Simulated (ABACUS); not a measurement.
Runs of ABACUS 3.10.1 on Mg. Symmetry: Fm-3m, No. 225, cubic system. The conventional cell has a = 4.489 Å, b = 4.489 Å, c = 4.489 Å, α = 90.00°, β = 90.00°, γ = 90.00°. Mg (site symmetry m-3m) has 12 Mg at 3.17 Å as nearest neighbours. This isn't the form of Mg at room conditions, which is hcp.

| task | potentials or basis | cell | orbital files | gap on the mesh (eV) | pressure (GPa) | V0 of scaled cells (Å³/atom) | B0 (GPa) |
| --- | --- | --- | --- | --- | --- | --- | --- |
| single point | PseudoDojo NC SR 0.4.1 PBE standard, DZP LCAO (the cutoffs set its grid) | as given | Mg Mg_confined-atom_8au_3s2p1d.orb | none | (b) | - | - |
| single point | PseudoDojo NC SR 0.4.1 PBE standard, TZDP LCAO (the cutoffs set its grid) | as given | Mg Mg_confined-atom_8au_4s3p2d1f.orb | none | 1.1 | - | - |
| single point | PseudoDojo NC SR 0.4.1 PBE standard, DZP LCAO (the cutoffs set its grid) | cell strained at random at fixed volume | Mg Mg_confined-atom_8au_3s2p1d.orb | none | 1.4 | - | - |
| equation of state | PseudoDojo NC SR 0.4.1 PBE standard, DZP LCAO (the cutoffs set its grid) | as given | Mg Mg_confined-atom_8au_3s2p1d.orb | - | - | 23.37 | 38 |
| equation of state | PseudoDojo NC SR 0.4.1 PBE standard, TZDP LCAO (the cutoffs set its grid) | as given | Mg Mg_confined-atom_8au_4s3p2d1f.orb | - | - | 23.25 | (a) |

Alike in all rows: level PBE; no spin polarisation; k mesh 10 × 10 × 10; cutoff (eV) 1361; smearing fermi-dirac 0.05 eV.

**Question.** Estimate the missing entries.

**Answer.** (a) 35; (b) 1.3.

Caveats: the atomic orbitals were generated for these runs and aren't a published set; the basis of atomic orbitals isn't converged, which shifts pressures, moduli and gaps.

A gap of «none» marks a metal or a gap under the smearing width.
